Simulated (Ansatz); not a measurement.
CuO:

```
Cu O
1.0
    -2.34185    1.71130    0.00000
     0.85003    0.00000   -5.05787
    -2.34185   -5.13390    0.00000
Cu O
4 4
Direct
  0.24800 0.00060 0.24330
  0.74800 0.00060 0.74330
  0.99800 0.50060 0.49330
  0.49800 0.50060 0.99330
  0.70720 0.75060 0.28410
  0.20720 0.75060 0.78410
  0.78880 0.25060 0.20250
  0.30482 0.24579 0.75612
```

* Program: Ansatz 0.2.0
* Task: relaxation of cell and atoms
* Functional: RPBE
* Dispersion: D3(BJ)
* Potentials or basis: Ansatz PAW
* Cutoff: 420 eV (not typed: the program's choice for these potentials)
* k mesh: 9 × 5 × 5
* Occupations: fermi-dirac, width 0.05 eV
* Spin: no spin polarisation

At the start: volume 10.13 Å³/atom.

Where does the relaxation end?

It ends after 16 steps and the volume is 8.84 Å³/atom (-12.8 %); space group C2/c (No. 15, to 0.05 Å).

Step by step:
```csv
step,energy change (eV),largest force (eV/Å),volume (Å³)
1,0.0000,2.7424,81.08
2,-0.4304,2.0107,76.99
3,-0.7379,0.4959,73.25
4,-0.8425,0.1819,71.12
5,-0.8555,0.0519,71.09
6,-0.8579,0.0124,71.15
7,-0.8578,0.0048,71.18
8,-0.8580,0.0048,71.15
9,-0.8454,0.0052,71.15
10,-0.8476,0.0215,70.90
11,-0.8489,0.0077,70.77
12,-0.8489,0.0030,70.77
13,-0.8489,0.0012,70.78
14,-0.8475,0.0011,70.78
15,-0.8477,0.0013,70.74
16,-0.8476,0.0013,70.74
```

Final structure:
```
Cu O
1.0
    -2.42307    1.50555    0.12326
     1.14276   -0.00405   -4.89542
    -2.42894   -4.52468    0.11679
Cu O
4 4
Cartesian
  -1.2130 -0.7549 0.0600
  -3.6391 -2.2644 0.1800
  -3.0662 -0.7588 -2.2661
  -3.0690 -3.7739 -2.2692
  -1.5631 -0.4800 -3.5505
  -1.5660 -3.4951 -3.5537
  -2.1432 0.4719 -1.1017
  -2.1462 -2.5431 -1.1049
```

Caveat: the plane-wave basis is chosen anew once the cell has moved, so the energies of steps on either side of that aren't comparable; the pressure holds a Pulay correction of +0.7 GPa for the finite cutoff; the volume moved by -13 % from the deposited cell, more than functionals usually miss; the run has no spin polarisation, though such a crystal can be magnetic; pairwise dispersion overbinds metals, which lowers pressure and volume; the PAW data sets come from PBE, with cores solved anew for the run's functional, which leaves a small shift of forces and pressure.
